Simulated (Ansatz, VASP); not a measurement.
## Two plane-wave programs on ZnO (zincite)

The input INCAR:

```
PREC = Accurate
ENCUT = 520
EDIFF = 1E-8
ISMEAR = 0
SIGMA = 0.01
LREAL = False
LASPH = True
NELM = 100
ALGO = Normal
ISIF = 2
LWAVE = False
LCHARG = False
GGA = PE
LEFG = True
NBANDS = 26
```

KPOINTS

```
Automatic mesh
0
Gamma
  9 9 6
```

POSCAR

```
ZnO
1.0
    3.2794441253      0.0000000000      0.0000000000
   -1.6397220626      2.8400819228      0.0000000000
    0.0000000000      0.0000000000      5.2937307530
Zn O
2 2
Direct
    0.3333333333      0.6666666667      0.4999727830
    0.6666666667      0.3333333333     -0.0000272170
    0.6666666667      0.3333333333      0.3790372170
    0.3333333333      0.6666666667      0.8790372170
```

Input for Ansatz:

```yaml
crystal:
  lattice:
    - [3.2794441253, 0.0, 0.0]
    - [-1.6397220626, 2.8400819228, 0.0]
    - [0.0, 0.0, 5.293730753]
  atoms:
    - { symbol: Zn, position: [0.3333333333, 0.6666666667, 0.499972783] }
    - { symbol: Zn, position: [0.6666666667, 0.3333333333, -2.7217e-05] }
    - { symbol: O, position: [0.6666666667, 0.3333333333, 0.379037217] }
    - { symbol: O, position: [0.3333333333, 0.6666666667, 0.879037217] }
basis:
  ecutwfc: 420
kpoints:
  mp_grid: { grid: [9, 9, 6] }
hamiltonian:
  xc: pbe
scf:
  occupations: { method: fixed }
output:
  forces: true
  stress: true
  eigenvalues: true
  efg: {}
  polarization: {}
checkpoint:
  read: start.run
  write: ck
  compress: false
  write_wavefunctions: false
  write_every: 100000
```

Alike in both runs: task electric field gradients; functional PBE; k mesh 9 × 9 × 6; no spin polarisation.

|  | VASP | Ansatz |
| --- | --- | --- |
| version | VASP 6.6.1 | Ansatz 0.2.0 |
| potentials or method | VASP PAW PBE potentials, release 64 (Zn, O) | scalar-relativistic, plane waves, PAW |
| plane-wave cutoff (eV) | 520 | 420 |
| occupations | gaussian, width 0.01 eV | fixed |
| valence electrons in the cell | 36 | 36 |

|  | VASP | Ansatz | Ansatz less VASP |
| --- | --- | --- | --- |
| gap on the k mesh at the Fermi level (eV) | 0.73 | 0.74 | +0.016 |
| least direct gap on the mesh (eV) | 0.73 | 0.74 | +0.016 |
| pressure (GPa) | 0.9 | 0.0 | -0.90 |
| Vzz of the field gradient on the site that differs most (V/Å²) | 4.2 | 4.1 | -0.12 |

PBE gaps usually lie below the measured ones, often by a third to a half.
